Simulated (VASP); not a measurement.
# BN (Fmm2) in VASP: a series of runs

Runs on BN. Level: PBE. Tasks: single point.

All numbers are computed with VASP 6.6.1; they aren't measurements. Logs are shortened: lines on timing, memory, paths and dates and some standing lists are left out, and cuts for length are marked.

### Step 1. The structure

It takes space group Fmm2 (No. 42, orthorhombic). The conventional cell has a = 2.503 Å, b = 6.991 Å, c = 4.332 Å, α = 90.00°, β = 90.00°, γ = 90.00°. Around N (site symmetry mm2) lie 3 B at 1.44 Å. B (site symmetry mm2) is surrounded by 3 N at 1.44 Å.

Measurements of this composition are mostly on another form, of space group No. 194.

### Step 2. Single point, PBE

Contents of INCAR:

```
PREC = Accurate
ENCUT = 340
EDIFF = 1E-7
ISMEAR = 0
SIGMA = 0.05
LREAL = False
LASPH = True
NELM = 100
ALGO = Normal
ISIF = 2
LWAVE = False
LCHARG = False
GGA = PE
ADDGRID = False
```

Contents of KPOINTS:

```
regular mesh
0
Gamma
  6 6 6
```

Contents of POSCAR:

```
BN
1.0
    0.0000000000      3.4953158300      2.1660912400
    1.2516321000      0.0000000000      2.1660912400
    1.2516321000      3.4953158300      0.0000000000
N B
1 1
Direct
    0.6643870000      0.6373240000      0.3259630000
   -0.0156690000     -0.0240960000      1.0349220000
```

Potentials or basis: VASP PAW PBE potentials, release 64 (N_s, B_s).

Run with:

```bash
$ cat potpaw_PBE.64/N_s/POTCAR potpaw_PBE.64/B_s/POTCAR > POTCAR
$ mpirun -np 1 vasp_std > vasp.out
```

OUTCAR:

```text
PREC = Accurate
   ENCUT = 340
   EDIFF = 1E-7
   ISMEAR = 0
   LREAL = False
   LASPH = True
   NELM = 100
   ISIF = 2
   GGA = PE

 Found    112 irreducible k-points:

 Following reciprocal coordinates:
            Coordinates               Weight
  0.000000  0.000000  0.000000      1.000000
  0.166667  0.000000 -0.000000      2.000000
 -0.166667 -0.166667 -0.166667      2.000000
  0.000000  0.166667  0.000000      2.000000
 -0.000000  0.000000  0.166667      2.000000
  0.333333  0.000000  0.000000      2.000000
   k-points           NKPTS =    112   k-points in BZ     NKDIM =    112   number of bands    NBANDS=      8
   number of dos      NEDOS =    301   number of ions     NIONS =      2
   total plane-waves  NPLWV =  10752
   dimension x,y,z NGX =    28 NGY =   16 NGZ =   24
   dimension x,y,z NGXF=    56 NGYF=   32 NGZF=   48
   ions per type =               1   1
   NGX,Y,Z   is equivalent  to a cutoff of  11.32, 10.63, 10.75 a.u.
   NGXF,Y,Z  is equivalent  to a cutoff of  22.64, 21.26, 21.49 a.u.
 SYSTEM =  unknown system
   PREC   = accura    normal or accurate (medium, high low for compatibility)
   ISTART =      0    job   : 0-new  1-cont  2-samecut
   ICHARG =      2    charge: 1-file 2-atom 10-const
   ISPIN  =      1    spin polarized calculation?
   LNONCOLLINEAR =      F non collinear calculations
   LSORBIT =      F    spin-orbit coupling
   LASPH  =      T    aspherical Exc in radial PAW
   ENCUT  =  340.0 eV  24.99 Ry    5.00 a.u.   6.18  3.76  5.58*2*pi/ulx,y,z
   NELM   =    100;   NELMIN=  2; NELMDL= -5     # of ELM steps
   EDIFF  = 0.1E-06   stopping-criterion for ELM
   LREAL  =      F    real-space projection
   EDIFFG = 0.1E-05   stopping-criterion for IOM
   NSW    =      0    number of steps for IOM
   IBRION =     -1    ionic relax: 0-MD 1-quasi-New 2-CG
   NFREE  =      0    steps in history (QN), initial steepest desc. (CG)
   ISIF   =      2    stress and relaxation
   ISYM   =      2    0-nonsym 1-usesym 2-fastsym
   POTIM  = 0.5000    time-step for ionic-motion
   TEBEG  =    0.0;   TEEND  =   0.0 temperature during run
   PSTRESS=    0.0 pullay stress
   NELECT =       8.0000    total number of electrons
   NUPDOWN=      -1.0000    fix difference up-down
   EMIN   =  10.00;   EMAX   =-10.00  energy-range for DOS
   EFERMI =   0.00;   METHOD = LEGACY
   ISMEAR =     0;   SIGMA  =   0.05  broadening in eV -4-tet -1-fermi 0-gaus
   EFERMI_NEDOS =   21; number of points for ismear=-14 and -15
   IALGO  =     38    algorithm
   IMIX   =      4    mixing-type and parameters
     AMIX     =   0.40;   BMIX     =  1.00
     AMIX_MAG =   1.60;   BMIX_MAG =  1.00
  volume/ion in A,a.u.               =       9.48        63.95
  Fermi-wavevector in a.u.,A,eV,Ry     =   1.228047  2.320672 20.518928  1.508099
  Thomas-Fermi vector in A             =   2.362987
   LORBIT       =      0    0 simple, 1 ext, 2 COOP (PROOUT), +10 PAW based schemes
   GGA     = PE    functional components
   LHFCALC =     F    Hartree Fock is set to
   AEXX    =    0.0000 exact exchange contribution
   IVDW    =     0    specifies the selected vdW correction
   LEPSILON=     F    determine dielectric tensor
   LRPA    =     F    only Hartree local field effects (RPA)
 non-spin polarized calculation
 Gauss-broadening in eV      SIGMA  =   0.05
  energy-cutoff  :      340.00
  volume of cell :       18.95
 maximum number of plane-waves:       282
 NGX is ok and might be reduce to    28
   NGX = 13   NGY =  7   NGZ = 11

 number of electron       8.0000000 magnetization

 Free energy of the ion-electron system (eV)
  ---------------------------------------------------
  ext. energy  EPLUGINS =         0.00000000
  ---------------------------------------------------
  free energy    TOTEN  =       -17.39436638 eV

  energy without entropy =      -17.39436638  energy(sigma->0) =      -17.39436638

 E-fermi :   3.3392     XC(G=0):  -9.7094

 val. band max:        3.1091212898   @ k =   0.5000  -0.3333   0.1667
 cond. band min:       6.8212090761   @ k =   0.0000   0.5000   0.5000
 fundamental gap:      3.7120877863
 Fermi energy:         3.3392315731

 k-point     1 :       0.0000    0.0000    0.0000
  band No.  band energies     occupation
      1     -14.7161      2.00000
      2      -1.3108      2.00000
      3       1.0857      2.00000
      4       2.5217      2.00000
      5       7.8432      0.00000
      6      13.7636      0.00000
      7      15.6612      0.00000
      8      16.2119      0.00000

 k-point     2 :       0.1667    0.0000   -0.0000
  band No.  band energies     occupation
      1     -14.1586      2.00000
      2      -0.7993      2.00000
      3       0.1722      2.00000
      4       0.4431      2.00000
      5       8.9863      0.00000
      6      13.8896      0.00000
      7      14.7676      0.00000
      8      17.7023      0.00000

 k-point     3 :      -0.1667   -0.1667   -0.1667
  band No.  band energies     occupation
      1     -14.1762      2.00000
      2      -0.8252      2.00000
      3      -0.5677      2.00000
      4       1.4051      2.00000
      5       8.9406      0.00000
      6      14.1214      0.00000
      7      14.7881      0.00000
      8      16.6552      0.00000

 k-point     4 :       0.0000    0.1667    0.0000
  band No.  band energies     occupation
      1     -14.1762      2.00000
      2      -0.8368      2.00000
      3      -0.5528      2.00000
      4       1.4041      2.00000
      5       8.9270      0.00000
      6      14.2239      0.00000
      7      14.6832      0.00000
      8      16.6505      0.00000

 k-point     5 :      -0.0000    0.0000    0.1667
  band No.  band energies     occupation
      1     -14.1585      2.00000
      2      -0.8075      2.00000
      3       0.1819      2.00000
      4       0.4485      2.00000
      5       8.9476      0.00000
      6      13.9117      0.00000
      7      14.7629      0.00000
      8      17.7029      0.00000

 k-point     6 :       0.3333    0.0000    0.0000
  band No.  band energies     occupation
      1     -12.6600      2.00000
      2      -3.5581      2.00000
      3      -0.8805      2.00000
      4       0.6560      2.00000
      5      10.2952      0.00000
      6      12.0943      0.00000
      7      14.4869      0.00000
      8      20.6728      0.00000

 [... further k-points ...]
[... 5 lines left out ...]
  --------------------------------------------------------------------------------------
  -------------------------------------------------------------------------------------
  Total        0.7374120     -0.0036445      1.1230109     -0.2437797      0.0403864      0.8164514
  in kB       62.3377206     -0.3080909     94.9346342    -20.6081141      3.4140986     69.0193788
  external PRESSURE =      52.3214213 kB  Pullay stress =       0.0000000 kB

 VOLUME and BASIS-vectors are now :
 -----------------------------------------------------------------------------
  energy-cutoff  :      340.00
  volume of cell :       18.95
      direct lattice vectors                 reciprocal lattice vectors
     0.000000000  3.495315830  2.166091240    -0.399478409  0.143048590  0.230830535
     1.251632100  0.000000000  2.166091240     0.399478409 -0.143048590  0.230830535
     1.251632100  3.495315830  0.000000000     0.399478409  0.143048590 -0.230830535

 POSITION                                       TOTAL-FORCE (eV/Angst)
 -----------------------------------------------------------------------------------
      1.20568      3.46159      2.81962         2.426628      1.273144     -0.551922
      1.26518      3.56261      4.24605        -2.426628     -1.273144      0.551922
 -----------------------------------------------------------------------------------
    total drift:                                0.000036     -0.000087      0.000003

  FREE ENERGIE OF THE ION-ELECTRON SYSTEM (eV)
  ---------------------------------------------------
  free  energy   TOTEN  =       -17.3943663759 eV

  energy  without entropy=      -17.3943663759  energy(sigma->0) =      -17.39436638
```

It took 5.9 s on 1 thread of Intel Xeon 6975P-C (Granite Rapids), shared host; peak memory 0.12 GiB.

These settings aren't checked as converged: the numbers below hold their error.

Results:

```yaml
Free_energy: -17.3944 eV
Pressure: 5.2 GPa
Largest_force: 2.795 eV/Å
Band_gap_on_the_k_mesh: 3.71 eV, indirect (least direct gap 4.53 eV)
```

Caveat: the k mesh is coarse (spacing up to 0.51 Å⁻¹), so the values aren't converged; the cutoff is under 1.25 times the usual one of these potentials, so pressure, stress and relaxed cells hold a basis-set (Pulay) error.

### Step 3. Single point, PBE

INCAR, as its differences from that of step 2:

```diff
@@ -1,3 +1,3 @@
 PREC = Accurate
-ENCUT = 340
+ENCUT = 520
 EDIFF = 1E-7
```

Contents of KPOINTS:

```
regular mesh
0
Gamma
  5 5 5
```

Contents of POSCAR:

```
BN
1.0
    0.0000000000      3.4953158300      2.1660912400
    1.2516321000      0.0000000000      2.1660912400
    1.2516321000      3.4953158300      0.0000000000
N B
1 1
Direct
    0.6666513400      0.6666513400      0.3333486600
    0.0000486500      0.0000486500      0.9999513500
```

Potentials or basis: VASP PAW PBE potentials, release 64 (N_s, B_s).

Run with:

```bash
$ cat potpaw_PBE.64/N_s/POTCAR potpaw_PBE.64/B_s/POTCAR > POTCAR
$ mpirun -np 1 vasp_std > vasp.out
```

OUTCAR:

```text
PREC = Accurate
   ENCUT = 520
   EDIFF = 1E-7
   ISMEAR = 0
   LREAL = False
   LASPH = True
   NELM = 100
   ISIF = 2
   GGA = PE

 Found     27 irreducible k-points:

 Following reciprocal coordinates:
            Coordinates               Weight
  0.000000  0.000000  0.000000      1.000000
  0.200000 -0.000000 -0.000000      8.000000
  0.400000  0.000000  0.000000      8.000000
  0.200000  0.200000  0.000000      2.000000
  0.400000  0.200000  0.000000      8.000000
 -0.400000  0.200000  0.000000      8.000000
   k-points           NKPTS =     27   k-points in BZ     NKDIM =     27   number of bands    NBANDS=      8
   number of dos      NEDOS =    301   number of ions     NIONS =      2
   total plane-waves  NPLWV =  17920
   dimension x,y,z NGX =    32 NGY =   20 NGZ =   28
   dimension x,y,z NGXF=    64 NGYF=   40 NGZF=   56
   ions per type =               1   1
   NGX,Y,Z   is equivalent  to a cutoff of  12.94, 13.29, 12.54 a.u.
   NGXF,Y,Z  is equivalent  to a cutoff of  25.87, 26.58, 25.08 a.u.
 SYSTEM =  unknown system
   PREC   = accura    normal or accurate (medium, high low for compatibility)
   ISTART =      0    job   : 0-new  1-cont  2-samecut
   ICHARG =      2    charge: 1-file 2-atom 10-const
   ISPIN  =      1    spin polarized calculation?
   LNONCOLLINEAR =      F non collinear calculations
   LSORBIT =      F    spin-orbit coupling
   LASPH  =      T    aspherical Exc in radial PAW
   ENCUT  =  520.0 eV  38.22 Ry    6.18 a.u.   7.65  4.65  6.90*2*pi/ulx,y,z
   NELM   =    100;   NELMIN=  2; NELMDL= -5     # of ELM steps
   EDIFF  = 0.1E-06   stopping-criterion for ELM
   LREAL  =      F    real-space projection
   EDIFFG = 0.1E-05   stopping-criterion for IOM
   NSW    =      0    number of steps for IOM
   IBRION =     -1    ionic relax: 0-MD 1-quasi-New 2-CG
   NFREE  =      0    steps in history (QN), initial steepest desc. (CG)
   ISIF   =      2    stress and relaxation
   ISYM   =      2    0-nonsym 1-usesym 2-fastsym
   POTIM  = 0.5000    time-step for ionic-motion
   TEBEG  =    0.0;   TEEND  =   0.0 temperature during run
   PSTRESS=    0.0 pullay stress
   NELECT =       8.0000    total number of electrons
   NUPDOWN=      -1.0000    fix difference up-down
   EMIN   =  10.00;   EMAX   =-10.00  energy-range for DOS
   EFERMI =   0.00;   METHOD = LEGACY
   ISMEAR =     0;   SIGMA  =   0.05  broadening in eV -4-tet -1-fermi 0-gaus
   EFERMI_NEDOS =   21; number of points for ismear=-14 and -15
   IALGO  =     38    algorithm
   IMIX   =      4    mixing-type and parameters
     AMIX     =   0.40;   BMIX     =  1.00
     AMIX_MAG =   1.60;   BMIX_MAG =  1.00
  volume/ion in A,a.u.               =       9.48        63.95
  Fermi-wavevector in a.u.,A,eV,Ry     =   1.228047  2.320672 20.518928  1.508099
  Thomas-Fermi vector in A             =   2.362987
   LORBIT       =      0    0 simple, 1 ext, 2 COOP (PROOUT), +10 PAW based schemes
   GGA     = PE    functional components
   LHFCALC =     F    Hartree Fock is set to
   AEXX    =    0.0000 exact exchange contribution
   IVDW    =     0    specifies the selected vdW correction
   LEPSILON=     F    determine dielectric tensor
   LRPA    =     F    only Hartree local field effects (RPA)
 non-spin polarized calculation
 Gauss-broadening in eV      SIGMA  =   0.05
  energy-cutoff  :      520.00
  volume of cell :       18.95
 maximum number of plane-waves:       524
   NGX = 15   NGY =  9   NGZ = 13

 number of electron       8.0000000 magnetization

 Free energy of the ion-electron system (eV)
  ---------------------------------------------------
  ext. energy  EPLUGINS =         0.00000000
  ---------------------------------------------------
  free energy    TOTEN  =       -17.55366321 eV

  energy without entropy =      -17.55366321  energy(sigma->0) =      -17.55366321

 E-fermi :   3.2455     XC(G=0):  -9.6952

 val. band max:        2.9702261059   @ k =  -0.4000   0.4000   0.0000
 cond. band min:       7.2628652333   @ k =   0.0000   0.4000   0.4000
 fundamental gap:      4.2926391274
 Fermi energy:         3.2455412230

 k-point     1 :       0.0000    0.0000    0.0000
  band No.  band energies     occupation
      1     -14.7280      2.00000
      2      -1.3326      2.00000
      3       1.7210      2.00000
      4       1.7282      2.00000
      5       8.0118      0.00000
      6      14.6668      0.00000
      7      14.7262      0.00000
      8      16.1274      0.00000
[... 45 lines left out ...]
 k-point     6 :      -0.4000    0.2000    0.0000
  band No.  band energies     occupation
      1     -11.2006      2.00000
      2      -5.4105      2.00000
      3      -2.8990      2.00000
      4       2.6535      2.00000
      5       7.8979      0.00000
      6      14.9912      0.00000
      7      16.8340      0.00000
      8      18.0940      0.00000

 [... further k-points ...]
[... 5 lines left out ...]
  --------------------------------------------------------------------------------------
  -------------------------------------------------------------------------------------
  Total        0.6603446      0.1788430      0.6666434      0.0000000      0.0000000      0.0000000
  in kB       55.8227694     15.1186341     56.3552447      0.0000000      0.0000000      0.0000000
  external PRESSURE =      42.4322161 kB  Pullay stress =       0.0000000 kB

 VOLUME and BASIS-vectors are now :
 -----------------------------------------------------------------------------
  energy-cutoff  :      520.00
  volume of cell :       18.95
      direct lattice vectors                 reciprocal lattice vectors
     0.000000000  3.495315830  2.166091240    -0.399478409  0.143048590  0.230830535
     1.251632100  0.000000000  2.166091240     0.399478409 -0.143048590  0.230830535
     1.251632100  3.495315830  0.000000000     0.399478409  0.143048590 -0.230830535

 POSITION                                       TOTAL-FORCE (eV/Angst)
 -----------------------------------------------------------------------------------
      1.25163      3.49532      2.88806         0.000000      0.000000     -0.011782
      1.25163      3.49532      0.00021         0.000000      0.000000      0.011782
 -----------------------------------------------------------------------------------
    total drift:                                0.000001      0.000001      0.000018

  FREE ENERGIE OF THE ION-ELECTRON SYSTEM (eV)
  ---------------------------------------------------
  free  energy   TOTEN  =       -17.5536632143 eV

  energy  without entropy=      -17.5536632143  energy(sigma->0) =      -17.55366321
```

Run time: 3.2 s. Hardware: 1 thread of Intel Xeon 6975P-C (Granite Rapids), shared host; peak memory 0.13 GiB.

The run converged, but some of its settings lie outside the range that counts as converged, so its numbers aren't taken as properties of the crystal.

What came out:

```
Free energy            : -17.5537 eV
Pressure               : 4.2 GPa
Largest force          : 0.012 eV/Å
Band gap on the k mesh : 4.29 eV, indirect (least direct gap 4.99 eV)
```

Caveat: the k mesh is coarse (spacing up to 0.61 Å⁻¹), so the values aren't converged; an odd mesh through Γ misses points on the zone boundary, where band edges often lie.

(Part 1 of 2 ends here.)
